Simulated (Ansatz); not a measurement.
Pressure series in ZnTe

Start from ZnTe in the zinc blende structure (space group F-43m, No. 216; a = 6.1136 Å).

Cell and atoms are relaxed at each pressure.

The values are results of DFT with r2SCAN, PAW potentials and a 500 eV plane-wave cutoff in Ansatz (a quantum-chemistry and plane-wave program), without spin-orbit coupling, not measurements.

Candidates:
(a) pressure −2 GPa
(b) pressure −1 GPa
(c) pressure 50 GPa
(d) pressure 100 GPa
(e) pressure 75 GPa

Base values:

- Band gap: 1.79 eV

Order them by band gap, lowest first.

(d) pressure 100 GPa (0.66 eV), (e) pressure 75 GPa (0.98 eV), (c) pressure 50 GPa (1.36 eV), (a) pressure −2 GPa (1.57 eV), (b) pressure −1 GPa (1.68 eV)

With Te present, leaving out spin-orbit coupling can change the band edges. Load acts through the strain it causes; cell and atoms are relaxed under it. Whether these cells are dynamically stable was not tested. Measured, ZnTe leaves this structure (for cinnabar) near 9.5 GPa (temperature not stated; as listed in Datta, Sujoy, Jana, Debnarayan, arXiv (2020)), on rising pressure, with hysteresis.
